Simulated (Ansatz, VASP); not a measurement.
**K in VASP and in Ansatz**

Contents of POSCAR:

```
K
1.0
    4.2668178424      0.0000000000      0.0000000000
    0.0000000000      4.2668178424      0.0000000000
    0.0000000000      0.0000000000      4.2668178424
K
1
Direct
    0.0000000000      0.0000000000      0.0000000000
```

File INCAR.step1:

```
SYSTEM = K
PREC = Accurate
ENCUT = 520
ISMEAR = 0
SIGMA = 0.1
LREAL = .False.
LASPH = .True.
NELM = 60
NBANDS = 10
GGA = PE
ALGO = Normal
EDIFF = 1E-4
LWAVE = .True.
LCHARG = .False.
```

INCAR.step2

```
SYSTEM = K
PREC = Accurate
ENCUT = 520
EDIFF = 1E-6
ISMEAR = 0
SIGMA = 0.1
LREAL = .False.
LASPH = .True.
NELM = 60
ALGO = Normal
ISIF = 2
LWAVE = .False.
LCHARG = .False.
METAGGA = R2SCAN
LMIXTAU = .True.
NBANDS = 10
ISTART = 1
```

The input KPOINTS:

```
regular mesh
0
Gamma
  10 10 10
  0 0 0
```

Input for Ansatz:

```yaml
crystal:
  lattice:
    - [4.2668178424, 0.0, 0.0]
    - [0.0, 4.2668178424, 0.0]
    - [0.0, 0.0, 4.2668178424]
  atoms:
    - { symbol: K, position: [0.0, 0.0, 0.0] }
basis:
  ecutwfc: 500
kpoints:
  mp_grid: { grid: [10, 10, 10] }
hamiltonian:
  xc: r2scan
scf:
  occupations: { method: gaussian, width: 0.1 }
output:
  forces: true
  stress: true
  eigenvalues: true
```

Alike in both runs: task single point; functional r2SCAN; k mesh 10 × 10 × 10; occupations gaussian, width 0.1 eV; no spin polarisation.

```csv
,VASP,Ansatz
version,VASP 6.6.1,Ansatz 0.2.0
potentials or method,"VASP PAW PBE potentials, release 64 (K_sv)","scalar-relativistic, plane waves, PAW"
plane-wave cutoff (eV),520,500
valence electrons in the cell,9,9
```

```tsv
	VASP	Ansatz	Ansatz less VASP
gap on the k mesh at the Fermi level (eV)	none	none	-
pressure (GPa)	0.1	0.1	-0.02
```

A gap of «none» marks a metal or a gap that the smearing closes.

Caveats: the PAW data sets were made with another functional, which shifts forces and pressure a little (VASP).
